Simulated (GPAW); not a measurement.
Runs of GPAW 26.7.0 on BaF2 (Frankdicksonite). Symmetry: Fm-3m, No. 225, cubic system. The conventional cell has a = 6.200 Å, b = 6.200 Å, c = 6.200 Å, α = 90.00°, β = 90.00°, γ = 90.00°. Ba (site symmetry m-3m) has 8 F at 2.68 Å as nearest neighbours. F (site symmetry -43m) is surrounded by 4 Ba at 2.68 Å. 

| level | potentials or basis | eigensolver | gap on the mesh (eV) | pressure (GPa) |
| --- | --- | --- | --- | --- |
| SCAN | GPAW PAW data sets (gpaw-data 1.2.1), pw | - | 7.28 | -1.0 |
| GLLB-SC | the program's PAW data sets (release 1.2.1) made for this functional, pw | - | (c) | - |
| RPBE | the program's PAW data sets (release 1.2.1) made for this functional, pw | - | 7.10 | (b) |
| revPBE | the program's PAW data sets (release 1.2.1) made for this functional, pw | - | 7.09 | 3.2 |
| TPSS | GPAW PAW data sets (gpaw-data 1.2.1), pw | davidson | (a) | 0.1 |

Alike in all rows: task band structure; no spin polarisation; cell as given; k mesh 6 × 6 × 6; cutoff (eV) 800; smearing fermi-dirac 0.05 eV.

**Question.** Fill in the values left out.

**Answer.** (a) 7.35; (b) 3.9; (c) 12.58.

Caveats: spin-orbit coupling is left out, which moves the levels of the heavy elements; the PAW data sets were made with another functional, which shifts forces and pressure a little (some runs); the GLLB-SC gap is the Kohn-Sham gap of the path plus the derivative discontinuity (some runs); a model potential gives levels but no total energy (some runs).

A k mesh can miss the band edges, and the runs leave out spin-orbit coupling on Ba.

Runs at the PBE level aren't shown here.
